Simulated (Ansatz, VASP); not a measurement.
## AlGaAs2 in two plane-wave programs

Wanted: the spread between two codes on one cell, functional and k mesh. The cell is generated by rule, not measured, and may not be a known phase. The cell is taken from a series of runs on this material, whose earlier steps may have relaxed, scaled, displaced or heated it; both programs get it as it stands.

Main program and level: Ansatz 0.2.0; plane waves, with VASP 6.6.1 beside it; HSE06.

The structure was built from a prototype and need not be the compound's stable phase.

## 1. Set-up

Symmetry: P-4m2, No. 115, tetragonal system. The conventional cell has a = 4.012 Å, b = 4.012 Å, c = 11.308 Å, α = 90.00°, β = 90.00°, γ = 90.00°. Ga has 4 As at 2.45 Å nearest. Nearest to As lie 4 Ga at 2.45 Å. Nearest to As lie 2 Al at 2.45 Å and 2 Ga at 2.45 Å. Nearest to As lie 4 Al at 2.46 Å. Nearest to Al lie 4 As at 2.45 to 2.46 Å. It derives from GaAs. Farther neighbours are not listed.

As a file:

```xyz
8
Lattice="4.0121 0.0000 0.0000 0.0000 4.0122 0.0000 0.0000 0.0000 11.3080" Properties=species:S:1:pos:R:3 pbc="T T T"
Ga    0.0000    0.0000    0.7084
Ga    2.0061    2.0061    3.5269
As    2.0061    0.0000    2.1177
As    0.0000    2.0061    4.9413
As    2.0061    0.0000    7.7716
As    0.0000    2.0061   10.6018
Al    0.0000    0.0000    6.3544
Al    2.0061    2.0061    9.1887
```

## 2. VASP: single point, HSE06

A single point takes one fixed geometry, so differences don't come from the geometry; what else differs is listed under the comparison.

Lines of VASP's logs that name or quote its potential files are left out, and so is its time.

The run reads the wave functions of an earlier VASP run, which isn't shown here.

INCAR reads:

```
SYSTEM = AlGaAs2
PREC = Accurate
ENCUT = 400
EDIFF = 1E-06
NELM = 100
ISMEAR = 0
SIGMA = 0.01
LREAL = .FALSE.
ALGO = Normal
LHFCALC = .TRUE.
AEXX = 0.25
GGA = PE
HFSCREEN = 0.208
LASPH = .TRUE.
NBANDS = 34
PRECFOCK = Fast
LORBIT = 11
LWAVE = .FALSE.
LCHARG = .FALSE.
KPAR = 4
NCORE = 4
ISIF = 2
```

POSCAR reads:

```
AlGaAs2
1.0
    4.0121004254      0.0000000000      0.0000000000
    0.0000000000      4.0121774824      0.0000000000
    0.0000000000      0.0000000000     11.3080197639
Ga As Al
2 4 2
Direct
    0.0000000000      0.0000000000      0.0626448666
    0.5000000000      0.5000000000      0.3118934675
    0.5000000000      0.0000000000      0.1872745596
    0.0000000000      0.5000000000      0.4369768512
    0.5000000000      0.0000000000      0.6872607466
    0.0000000000      0.5000000000      0.9375483135
    0.0000000000      0.0000000000      0.5619357869
    0.5000000000      0.5000000000      0.8125828688
```

KPOINTS reads:

```
Automatic mesh
0
Gamma
4 4 2
0 0 0
```

The projector-augmented-wave data sets are Ga_d, As and Al (PBE family, release 64).

The run is started by

```console
$ mpirun -np 16 vasp_std
```

Numbers of over 12 decimals in the logs are rounded to 6 here.

What it wrote:

```text
[banner, memory and clock lines left out]
running   16 mpi-ranks, on    1 nodes
 distrk:  each k-point on    4 cores,    4 groups
 distr:  one band on    4 cores,    1 groups

 POSCAR found type information on POSCAR GaAsAl
 POSCAR found :  3 types and       8 ions
 LDA part: xc-table for (Slater+PW92), standard interpolation
 found WAVECAR, reading the header
 POSCAR, INCAR and KPOINTS ok, starting setup
 FFT: planning ... GRIDC
 FFT: planning ... GRID_SOFT
 FFT: planning ... GRID
 reading WAVECAR
 the WAVECAR file was read successfully
 initial charge from wavefunction
 entering main loop
       N       E                     dE             d eps       ncg     rms          rms(c)
DAV:   1    -0.414791146205E+02   -0.41479E+02   -0.29617E+00  1838   0.181E+01    0.118E+01
DAV:   2    -0.414941180499E+02   -0.15003E-01   -0.23832E-01  1600   0.430E+00    0.837E+00
DAV:   3    -0.414891079928E+02    0.50101E-02   -0.21716E-02  1906   0.132E+00    0.553E+00
DAV:   4    -0.414873393786E+02    0.17686E-02   -0.26095E-03  1496   0.409E-01    0.330E+00
DAV:   5    -0.414867417524E+02    0.59763E-03   -0.45237E-04  1542   0.124E-01    0.195E+00
DAV:   6    -0.414865579251E+02    0.18383E-03   -0.11105E-04  1478   0.596E-02    0.113E+00
DAV:   7    -0.414864964004E+02    0.61525E-04   -0.24911E-05  1484   0.292E-02    0.648E-01
DAV:   8    -0.414864760937E+02    0.20307E-04   -0.76286E-06  1382   0.150E-02    0.366E-01
DAV:   9    -0.414864701021E+02    0.59916E-05   -0.27855E-06  1202   0.908E-03    0.210E-01
DAV:  10    -0.414864688276E+02    0.12746E-05   -0.10019E-06   850   0.585E-03    0.121E-01
DAV:  11    -0.414864688039E+02    0.23632E-07   -0.52869E-07   784   0.474E-03
   1 F= -.41486469E+02 E0= -.41486469E+02  d E =-.375457E-26
```

OUTCAR, selected parts (step 2):

```text
ion  position               nearest neighbor table
   1  0.000  0.000  0.063-   3 2.45   3 2.45   6 2.45   6 2.45
   2  0.500  0.500  0.312-   3 2.45   3 2.45   4 2.45   4 2.45
   3  0.500  0.000  0.187-   2 2.45   2 2.45   1 2.45   1 2.45
   4  0.000  0.500  0.437-   7 2.45   7 2.45   2 2.45   2 2.45
   5  0.500  0.000  0.687-   7 2.46   7 2.46   8 2.46   8 2.46
   6  0.000  0.500  0.938-   8 2.45   8 2.45   1 2.45   1 2.45
   7  0.000  0.000  0.562-   4 2.45   4 2.45   5 2.46   5 2.46
   8  0.500  0.500  0.813-   6 2.45   6 2.45   5 2.46   5 2.46

  LATTYP: Found a simple orthorhombic cell.
 ALAT       =     4.0121004254
 B/A-ratio  =     1.0000192061
 C/A-ratio  =     2.8184787430

 Subroutine GETGRP returns: Found  4 space group operations
 (whereof  4 operations were pure point group operations)

The static configuration has the point symmetry C_2v.

 Found     18 irreducible k-points:

   k-points           NKPTS =     18   k-points in BZ     NKDIM =     32   number of bands    NBANDS=     34

   dimension x,y,z NGX =    28 NGY =   28 NGZ =   80
   dimension x,y,z NGXF=    56 NGYF=   56 NGZF=  160

   ENCUT  =  400.0 eV  29.40 Ry    5.42 a.u.   6.54  6.54 18.44*2*pi/ulx,y,z

   NELECT =      52.0000    total number of electrons

 k-points in reciprocal lattice and weights: Automatic mesh
   0.00000000  0.00000000  0.00000000       0.031
   0.25000000  0.00000000  0.00000000       0.062
   0.50000000  0.00000000  0.00000000       0.031
   0.00000000  0.25000000  0.00000000       0.062
   0.25000000  0.25000000  0.00000000       0.125
   0.50000000  0.25000000  0.00000000       0.062
   0.00000000  0.50000000  0.00000000       0.031
   0.25000000  0.50000000  0.00000000       0.062
   0.50000000  0.50000000  0.00000000       0.031
[...]
0.25000000  0.50000000  0.50000000       0.062
   0.50000000  0.50000000  0.50000000       0.031

  exchange ACFDT corr.  =         0.00000000  see jH, gK, PRB 81, 115126

 average (electrostatic) potential at core
       1 -59.2725       2 -59.2726       3 -46.4195       4 -46.2505       5 -46.1046
       6 -46.2503       7 -72.5444       8 -72.5443

 E-fermi :   3.5190

 k-point     1 :       0.0000    0.0000    0.0000
  band No.  band energies     occupation
    ...
     22       1.7857      2.00000
     23       1.7857      2.00000
     24       3.4215      2.00000
     25       3.4216      2.00000
     26       3.4467      2.00000
     27       5.4271      0.00000
     28       5.5358      0.00000
     29       6.0054      0.00000
     30       6.4845      0.00000
     31       6.5151      0.00000
    ...

 k-point     2 :       0.2500    0.0000    0.0000
  band No.  band energies     occupation
    ...
     22       1.8535      2.00000
     23       2.0247      2.00000
     24       2.0454      2.00000
     25       2.2046      2.00000
     26       3.1795      2.00000
     27       6.1813      0.00000
     28       6.6560      0.00000
     29       6.8467      0.00000
     30       7.3381      0.00000
     31       8.3940      0.00000
    ...

 k-point     3 :       0.5000    0.0000    0.0000
  band No.  band energies     occupation
    ...
     22       2.2395      2.00000
     23       2.3746      2.00000
     24       2.3805      2.00000
     25       2.3893      2.00000
     26       2.3953      2.00000
     27       5.6926      0.00000
     28       5.7203      0.00000
     29       7.3452      0.00000
     30       7.3469      0.00000
     31       8.8625      0.00000
    ...

  Total        0.6825935      0.6796268     -0.0475812      0.0000000      0.0000000      0.0000000
  in kB        6.0080599      5.9819473     -0.4188007      0.0000000      0.0000000      0.0000000
  external PRESSURE =       3.8570688 kB  Pullay stress =       0.0000000 kB

  energy-cutoff  :      400.00
  volume of cell :      182.03
      direct lattice vectors                 reciprocal lattice vectors
     4.012100425  0.000000000  0.000000000     0.249246004  0.000000000  0.000000000
     0.000000000  4.012177482  0.000000000     0.000000000  0.249241217  0.000000000
     0.000000000  0.000000000 11.308019764     0.000000000  0.000000000  0.088432813

 POSITION                                       TOTAL-FORCE (eV/Angst)
 -----------------------------------------------------------------------------------
      0.00000      0.00000      0.70839         0.000000      0.000000     -0.000580
      2.00605      2.00609      3.52690         0.000000      0.000000      0.000147
      2.00605      0.00000      2.11770         0.000000      0.000000     -0.000741
      0.00000      2.00609      4.94134         0.000000      0.000000      0.068885
      2.00605      0.00000      7.77156         0.000000      0.000000     -0.000035
      0.00000      2.00609     10.60181         0.000000      0.000000     -0.068074
      0.00000      0.00000      6.35438         0.000000      0.000000     -0.001212
      2.00605      2.00609      9.18870         0.000000      0.000000      0.001611
 -----------------------------------------------------------------------------------
    total drift:                                0.000005      0.000005      0.000250

  FREE ENERGIE OF THE ION-ELECTRON SYSTEM (eV)
  ---------------------------------------------------
  free  energy   TOTEN  =       -41.4864688039 eV

  energy  without entropy=      -41.4864688039  energy(sigma->0) =      -41.48646880

 total charge
# of ion       s       p       d       tot
------------------------------------------
    1        0.834   0.794  10.010  11.638
    2        0.834   0.794  10.010  11.638
    3        1.215   1.651   0.031   2.897
    4        1.209   1.690   0.028   2.927
    5        1.205   1.727   0.025   2.957
    6        1.209   1.690   0.028   2.927
    7        0.457   0.384   0.000   0.841
    8        0.457   0.384   0.000   0.841
--------------------------------------------------
tot          7.421   9.115  20.132  36.667

[... 3 further parts left out ...]
```

The k-mesh is coarse for exact exchange; levels may shift by about 0.1 eV on a finer one.

[end of part 1 of 2]

[Lines on the potential files, build, host, timing and source positions are cut from VASP's logs without a mark.]

[Logs are printed without paths, hosts, clocks, repeated set-up lines and the standing remarks that a program may print on its own settings, such as how far it seeks lower states.]

[Hosts, paths, dates, database ids (printed as entryN), source tags and the programs' standing remarks are cut or masked in the printed files.]
